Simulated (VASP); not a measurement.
# Na7Nb8O24 (a cell with a defect) in VASP: notebook

The runs below take Na7Nb8O24 (a cell with a defect) through single point, with PBE.

Program: VASP 6.6.1. These are calculated values, not measurements. Logs are shortened: lines on timing, memory, paths and dates and some standing lists are left out, and cuts for length are marked.

## Step 1: The crystal as given

The cell holds a defect, 39 atoms: a = 9.883 Å, b = 8.154 Å, c = 9.915 Å, α = 65.48°, β = 48.64°, γ = 65.88°.

## Step 2: Single point, PBE

INCAR

```
PREC = Accurate ; ENCUT = 520
EDIFF = 1E-6 ; ISMEAR = -1
SIGMA = 0.05 ; LREAL = Auto
LASPH = T ; NELM = 60
ALGO = Normal ; ISIF = 2
LWAVE = F ; LCHARG = T
GGA = PE ; LELF = T
LVHAR = T ; NBANDS = 174
NELECT = 298.0
```

KPOINTS

```
Automatic mesh
0
Gamma
  1 1 1
```

POSCAR

```
Na7Nb8O24
1.0
    0.0000000000      8.0463850000      5.7387620000
    5.7928810000      0.0000000000      5.7387620000
    5.7928810000      8.0463850000      0.0000000000
Na Nb O
7 8 24
Direct
    0.5947858937      0.4586643103      0.6060390730
    0.3600217392      0.1131290902      0.3533917999
    0.8940870769      0.1174551338      0.9260843417
    0.6376481862      0.9395735212      0.6361536515
    0.1144607207      0.8791333681      0.1444505792
    0.8591714992      0.5963166357      0.8863825601
    0.2918490672      0.6866895095      0.4282134204
    0.2415694738      0.2469330987      0.7557976669
    0.0254432397      0.0115333765      0.4740108630
    0.5243941668      0.0150950122     -0.0311664627
    0.7177406963      0.2451324809      0.2835163900
    0.7154247938      0.7484275144      0.2625547585
    0.5187512426      0.5194691959     -0.0169731149
   -0.0018961009      0.5009410169      0.4970252800
    0.1946563098      0.7705170150      0.7827515572
    0.8499824494      0.6090256084      0.4318726942
    0.8951228760      0.1171337745      0.3790269441
    0.5893895814      0.8687820591      0.1455491519
    0.5711297698      0.3491906757      0.2061633874
   -0.0167362327      0.7858219693      0.0325445740
    0.4944477309      0.2260560990      1.0305725111
    0.2428009088      0.9645675097      0.2531857982
    0.2375379082      0.0021653588      0.7830570547
    0.4748277637      0.7949931489      0.4937438371
    0.0181833013      0.1994768839      0.5245324648
    0.2353480038      0.4725398647      0.2687665768
    0.2914470955      0.5048047790      0.7772688558
    0.3865218702      0.0504539096      0.8965015000
    0.3759547884      0.6456767063      0.8851332654
    0.1299973811      0.3519009795      0.6548519643
    0.0891241636      0.8391770972      0.6613370684
    0.5092831069      0.2779772813      0.5307740119
    0.9875267246      0.7130665392      0.5405756468
    0.7595121694      0.4381328976      0.7905130904
    0.7569867485      0.5034070438      0.2793295600
    0.9944437706      0.3065336876      0.9791132988
    0.5491970822      0.7107785014      0.0124712944
    0.7584023843     -0.0062192479      0.7330251326
    0.7432410423      0.9770254543      0.3053416443
```

Potentials or basis: VASP PAW PBE potentials, release 64 (Na_pv, Nb_sv, O).

Command:

```console
> cat potpaw_PBE.64/Na_pv/POTCAR potpaw_PBE.64/Nb_sv/POTCAR potpaw_PBE.64/O/POTCAR > POTCAR
> mpirun -np 1 vasp_gam > vasp.out
```

OUTCAR:

```text
PREC = Accurate
   ENCUT = 520
   EDIFF = 1E-6
   ISMEAR = -1
   LREAL = Auto
   LASPH = T
   NELM = 60
   ISIF = 2
   GGA = PE
   NELECT = 298.0

 ion  position               nearest neighbor table
   1  0.595  0.459  0.606-  27 2.21
   2  0.360  0.113  0.353-
   3  0.894  0.117  0.926-
   4  0.638  0.940  0.636-  38 2.20  28 2.30
   5  0.114  0.879  0.144-
   6  0.859  0.596  0.886-  37 2.32  36 2.34
   7  0.292  0.687  0.428-  31 2.27  22 2.31  33 2.36   9 2.81
   8  0.242  0.247  0.756-  30 1.71  23 1.91  36 1.97  32 2.08  28 2.34  27 2.46
   9  0.025  0.012  0.474-  25 1.76  17 1.82  22 1.83  31 2.12  38 2.15  33 2.36   7 2.81
  10  0.524  0.015  0.969-  28 1.80  21 1.91  38 1.93  18 2.01  37 2.27  22 2.34
  11  0.718  0.245  0.284-  19 1.83  32 1.94  39 2.03  17 2.22  35 2.27  36 2.41
  12  0.715  0.748  0.263-  35 1.83  18 1.96  24 1.96  20 2.10  39 2.23  16 2.45
  13  0.519  0.519  0.983-  37 1.87  34 1.87  29 1.95  21 2.32  19 2.34  26 2.35
  14  0.998  0.501  0.497-  16 1.75  33 1.90  26 1.91  34 2.23  25 2.30  30 2.33
  15  0.195  0.771  0.783-  31 1.86  20 1.93  27 1.99  23 2.10  29 2.31  24 2.33
  16  0.850  0.609  0.432-  14 1.75  12 2.45
  17  0.895  0.117  0.379-   9 1.82  11 2.22
  18  0.589  0.869  0.146-  12 1.96  10 2.01
  19  0.571  0.349  0.206-  11 1.83  13 2.34
  20  0.983  0.786  0.033-  15 1.93  12 2.10
  21  0.494  0.226  0.031-  10 1.91  13 2.32
  22  0.243  0.965  0.253-   9 1.83   7 2.31  10 2.34
  23  0.238  0.002  0.783-   8 1.91  15 2.10
  24  0.475  0.795  0.494-  12 1.96  15 2.33
  25  0.018  0.199  0.525-   9 1.76  14 2.30
  26  0.235  0.473  0.269-  14 1.91  13 2.35
  27  0.291  0.505  0.777-  15 1.99   1 2.21   8 2.46
  28  0.387  0.050  0.897-  10 1.80   4 2.30   8 2.34
  29  0.376  0.646  0.885-  13 1.95  15 2.31
  30  0.130  0.352  0.655-   8 1.71  14 2.33
  31  0.089  0.839  0.661-  15 1.86   9 2.12   7 2.27
  32  0.509  0.278  0.531-  11 1.94   8 2.08
  33  0.988  0.713  0.541-  14 1.90   7 2.36   9 2.36
  34  0.760  0.438  0.791-  13 1.87  14 2.23
  35  0.757  0.503  0.279-  12 1.83  11 2.27
  36  0.994  0.307  0.979-   8 1.97   6 2.34  11 2.41
  37  0.549  0.711  0.012-  13 1.87  10 2.27   6 2.32
  38  0.758  0.994  0.733-  10 1.93   9 2.15   4 2.20
  39  0.743  0.977  0.305-  11 2.03  12 2.23

  LATTYP: Found a face centered orthorhombic cell.
 ALAT       =    11.4775240000
 B/A-ratio  =     1.0094304312
 C/A-ratio  =     1.4021116401

  Lattice vectors:

 A1 = (   5.7928810000,   8.0463850000,   0.0000000000)
 A2 = (   0.0000000000,   8.0463850000,   5.7387620000)
 A3 = (   5.7928810000,   0.0000000000,   5.7387620000)

Analysis of symmetry for initial positions (statically):
=====================================================================
 Subroutine PRICEL returns:
 Original cell was already a primitive cell.

 Routine SETGRP: Setting up the symmetry group for a
 face centered orthorhombic supercell.

 Subroutine GETGRP returns: Found  1 space group operations
 (whereof  1 operations were pure point group operations)
 out of a pool of  8 trial point group operations.

The static configuration has the point symmetry C_1 .

Analysis of symmetry for dynamics (positions and initial velocities):
=====================================================================
 Subroutine PRICEL returns:
 Original cell was already a primitive cell.

 Routine SETGRP: Setting up the symmetry group for a
 face centered orthorhombic supercell.

 Subroutine GETGRP returns: Found  1 space group operations
 (whereof  1 operations were pure point group operations)
 out of a pool of  8 trial point group operations.

The dynamic configuration has the point symmetry C_1 .

 Subroutine INISYM returns: Found  1 space group operations
 (whereof  1 operations are pure point group operations),
 and found     1 'primitive' translations

----------------------------------------------------------------------------------------

                                     Primitive cell

  volume of cell :     534.9875

  direct lattice vectors                    reciprocal lattice vectors
     0.000000000  8.046385000  5.738762000    -0.086312838  0.062139706  0.087126805
     5.792881000  0.000000000  5.738762000     0.086312838 -0.062139706  0.087126805
     5.792881000  8.046385000  0.000000000     0.086312838  0.062139706 -0.087126805

  length of vectors
     9.883202966  8.154192760  9.914725505     0.137485742  0.137485742  0.137485742

  position of ions in fractional coordinates (direct lattice)
     0.594785894  0.458664310  0.606039073
     0.360021739  0.113129090  0.353391800
     0.894087077  0.117455134  0.926084342
     0.637648186  0.939573521  0.636153652
     0.114460721  0.879133368  0.144450579
     0.859171499  0.596316636  0.886382560
[... 31 lines left out ...]
     0.758402384  0.993780752  0.733025133
     0.743241042  0.977025454  0.305341644

  ion indices of the primitive-cell ions
   primitive index   ion index
                 1           1
                 2           2
                 3           3
                 4           4
                 5           5
                 6           6
[... 31 lines left out ...]
                38          38
                39          39

----------------------------------------------------------------------------------------

 KPOINTS: Automatic mesh

Automatic generation of k-mesh.
 Grid dimensions read from file:
 generate k-points for:    1    1    1

 Generating k-lattice:

  Cartesian coordinates                     Fractional coordinates (reciprocal lattice)
    -0.086312838  0.062139706  0.087126805     1.000000000  0.000000000  0.000000000
     0.086312838 -0.062139706  0.087126805     0.000000000  1.000000000  0.000000000
     0.086312838  0.062139706 -0.087126805     0.000000000  0.000000000  1.000000000

  Length of vectors
     0.137485742  0.137485742  0.137485742

  Shift w.r.t. Gamma in fractional coordinates (k-lattice)
     0.000000000  0.000000000  0.000000000

 Subroutine IBZKPT returns following result:
 ===========================================

 Found      1 irreducible k-points:

 Following reciprocal coordinates:
            Coordinates               Weight
  0.000000  0.000000  0.000000      1.000000
   k-points           NKPTS =      1   k-points in BZ     NKDIM =      1   number of bands    NBANDS=    174
   number of dos      NEDOS =    301   number of ions     NIONS =     39
   total plane-waves  NPLWV = 409600
   dimension x,y,z NGX =    80 NGY =   64 NGZ =   80
   dimension x,y,z NGXF=   160 NGYF=  128 NGZF=  160
   ions per type =               7   8  24
   NGX,Y,Z   is equivalent  to a cutoff of  13.46, 13.05, 13.41 a.u.
   NGXF,Y,Z  is equivalent  to a cutoff of  26.91, 26.10, 26.83 a.u.
 SYSTEM =  unknown system
   PREC   = accura    normal or accurate (medium, high low for compatibility)
   ISTART =      0    job   : 0-new  1-cont  2-samecut
   ICHARG =      2    charge: 1-file 2-atom 10-const
   ISPIN  =      1    spin polarized calculation?
   LNONCOLLINEAR =      F non collinear calculations
   LSORBIT =      F    spin-orbit coupling
   LASPH  =      T    aspherical Exc in radial PAW
   ENCUT  =  520.0 eV  38.22 Ry    6.18 a.u.  18.38 15.16 18.43*2*pi/ulx,y,z
   NELM   =     60;   NELMIN=  2; NELMDL= -5     # of ELM steps
   EDIFF  = 0.1E-05   stopping-criterion for ELM
   LREAL  =      T    real-space projection
   EDIFFG = 0.1E-04   stopping-criterion for IOM
   NSW    =      0    number of steps for IOM
[... 5 lines left out ...]
   TEBEG  =    0.0;   TEEND  =   0.0 temperature during run
   PSTRESS=    0.0 pullay stress
   NELECT =     298.0000    total number of electrons
   NUPDOWN=      -1.0000    fix difference up-down
   EMIN   =  10.00;   EMAX   =-10.00  energy-range for DOS
   EFERMI =   0.00;   METHOD = LEGACY
   ISMEAR =    -1;   SIGMA  =   0.05  broadening in eV -4-tet -1-fermi 0-gaus
   EFERMI_NEDOS =   21; number of points for ismear=-14 and -15
   IALGO  =     38    algorithm
   IMIX   =      4    mixing-type and parameters
     AMIX     =   0.40;   BMIX     =  1.00
     AMIX_MAG =   1.60;   BMIX_MAG =  1.00
  volume/ion in A,a.u.               =      13.72        92.57
  Fermi-wavevector in a.u.,A,eV,Ry     =   1.346994  2.545450 24.686319  1.814393
  Thomas-Fermi vector in A             =   2.474781
   LORBIT       =      0    0 simple, 1 ext, 2 COOP (PROOUT), +10 PAW based schemes
   GGA     = PE    functional components
   LHFCALC =     F    Hartree Fock is set to
   AEXX    =    0.0000 exact exchange contribution
   IVDW    =     0    specifies the selected vdW correction
   LEPSILON=     F    determine dielectric tensor
   LRPA    =     F    only Hartree local field effects (RPA)
 non-spin polarized calculation
  energy-cutoff  :      520.00
  volume of cell :      534.99
 maximum number of plane-waves:      7231
 NGX is ok and might be reduce to    80
   NGX = 37   NGY = 31   NGZ = 37

 number of electron     298.0000012 magnetization

 Free energy of the ion-electron system (eV)
  ---------------------------------------------------
  ext. energy  EPLUGINS =         0.00000000
  ---------------------------------------------------
  free energy    TOTEN  =      -297.59261815 eV

  energy without entropy =     -297.59261815  energy(sigma->0) =     -297.59261815

 E-fermi :   3.7991     XC(G=0):  -9.8082

 val. band max:        2.6146883939   @ k =   0.0000   0.0000   0.0000
 cond. band min:       4.9853287033   @ k =   0.0000   0.0000   0.0000
 fundamental gap:      2.3706403094
 Fermi energy:         3.7990680609

 k-point     1 :       0.0000    0.0000    0.0000
  band No.  band energies     occupation
      1     -52.8560      2.00000
      2     -52.6779      2.00000
      3     -52.6302      2.00000
      4     -52.5157      2.00000
      5     -52.2079      2.00000
      6     -51.9318      2.00000
[... 153 lines left out ...]
    160       6.4996      0.00000
    161       6.5410      0.00000
 [bands above 161 left out]

------------------------ aborting loop because EDIFF is reached ----------------------------------------

  FORCE on cell =-STRESS in cart. coord.  units (eV):
  Direction    XX          YY          ZZ          XY          YZ          ZX
  --------------------------------------------------------------------------------------
  -------------------------------------------------------------------------------------
  Total      -17.6760283     17.9333214    -11.1835585      5.5969760      1.0612036      1.8458331
  in kB      -52.9360639     53.7066036    -33.4924542     16.7617903      3.1780863      5.5278900
  external PRESSURE =     -10.9073048 kB  Pullay stress =       0.0000000 kB

 VOLUME and BASIS-vectors are now :
 -----------------------------------------------------------------------------
  energy-cutoff  :      520.00
  volume of cell :      534.99
      direct lattice vectors                 reciprocal lattice vectors
     0.000000000  8.046385000  5.738762000    -0.086312838  0.062139706  0.087126805
     5.792881000  0.000000000  5.738762000     0.086312838 -0.062139706  0.087126805
     5.792881000  8.046385000  0.000000000     0.086312838  0.062139706 -0.087126805

 POSITION                                       TOTAL-FORCE (eV/Angst)
 -----------------------------------------------------------------------------------
      6.16770      9.66230      6.04550         0.047985      0.484195     -0.266689
      2.70250      5.74040      2.71530         0.054006     -0.027880      0.602088
      6.04510     14.64580      5.80500         0.180175     -0.742578      0.015814
      9.12800     10.24950      9.05130        -0.942783     -0.477925     -0.398727
      5.92950      2.08330      5.70200        -0.127974     -0.004416      0.109848
      8.58910     14.04540      8.35270        -0.116868     -0.110717      0.467110
[... 31 lines left out ...]
     10.00318     12.00060     10.05536         1.573649      0.479892     -1.552809
      7.42860      8.43730      9.87220         1.195536     -0.733721      2.091638
 -----------------------------------------------------------------------------------
    total drift:                               -0.003287      0.005042      0.002310

  FREE ENERGIE OF THE ION-ELECTRON SYSTEM (eV)
  ---------------------------------------------------
  free  energy   TOTEN  =      -297.5926181501 eV

  energy  without entropy=     -297.5926181498  energy(sigma->0) =     -297.59261815
```

It took 7.9 min on 1 thread of Intel Xeon Platinum 8259CL at 2.50GHz (Skylake/Cascade Lake), shared host; peak memory 0.78 GiB.

Results:

```
Free energy            : -297.5926 eV
Largest force          : 4.481 eV/Å
Band gap on the k mesh : 2.37 eV, direct
```

Forces in eV/Å, atoms in the order of the input:
```
Na   0.048  0.484 -0.267
Na   0.054 -0.028  0.602
Na   0.180 -0.743  0.016
Na  -0.943 -0.478 -0.399
Na  -0.128 -0.004  0.110
Na  -0.117 -0.111  0.467
Na  -1.372  0.593  0.018
Nb   1.587  3.826 -0.735
Nb   0.224 -1.932 -2.524
Nb   0.507  0.954  1.436
Nb  -0.891  0.855 -0.618
Nb   2.135 -1.551 -0.101
Nb   0.777 -2.729 -2.147
Nb  -0.739  1.543  1.314
Nb  -3.196  3.028 -0.838
O   -0.001 -2.798 -0.727
O    0.046 -2.474 -0.515
O   -0.340  3.650  0.677
O   -0.908  0.129  0.876
O   -0.020 -0.781  0.043
O   -0.832 -0.425  0.104
O   -1.110  1.102  0.376
O   -0.635 -0.833 -0.239
O   -0.565  0.473  0.192
O    2.484  1.080  2.723
O    0.897  0.278  0.130
O    1.478 -2.225 -0.200
O    0.701 -1.889  0.002
O   -0.044  2.816  1.014
O   -1.072 -4.033  1.206
O    0.384  1.736  0.261
O   -0.355  0.033 -0.070
O   -0.534  0.215  0.072
O    0.077  0.110 -0.067
O   -0.509 -0.285 -0.655
O    0.709  1.226 -1.319
O   -0.745 -0.561 -0.757
O    1.574  0.480 -1.553
O    1.196 -0.734  2.092
```

Caveat: the cell carries a net charge on a neutralising background, which shifts energy and pressure; the cell is charged against a uniform background, so pressure and absolute levels hang on convention.

(Part 1 of 2 ends here.)
